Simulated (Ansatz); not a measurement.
Results of PBEsol (Ansatz, a first-principles code, plane waves, PAW) for α-phase Li₃N.

Settings: plane-wave cutoff 500 eV, 12×12×8 k mesh (along the axes of the cell as run), gaussian smearing 0.02 eV, scalar-relativistic PAW data made under PBE.

Cell (relaxed at this level):

```cif
data_Li3N
_chemical_formula_sum 'Li3 N1'
_space_group_name_H-M_alt 'P 1'
_space_group_IT_number 1
_cell_length_a 3.60713
_cell_length_b 3.60713
_cell_length_c 3.84460
_cell_angle_alpha 90.000
_cell_angle_beta 90.000
_cell_angle_gamma 120.000
loop_
_space_group_symop_operation_xyz
  'x, y, z'
loop_
_atom_site_label
_atom_site_type_symbol
_atom_site_fract_x
_atom_site_fract_y
_atom_site_fract_z
_atom_site_occupancy
Li1 Li 0.33333 0.66667 0.00000 1
Li2 Li 0.66667 0.33333 0.00000 1
Li3 Li 0.00000 0.00000 0.50000 1
N1 N 0.00000 0.00000 0.00000 1
```

Question: What does this level give for the band gap?

Answer: 
* **band gap**: 1.09 eV (on the SCF k mesh)

Measured, for comparison: band gap 2.15 eV (4 K, zero-point motion not removed, indirect, optical absorption, E parallel c; as tabulated in Brendecke and Bludau (1979), doi:10.1063/1.326533). Computed (rounded) less measured: band gap -1.06 eV.

Static lattice: no zero-point or thermal effects.

Cost on a shared machine: about 16 core-seconds (a rough figure).
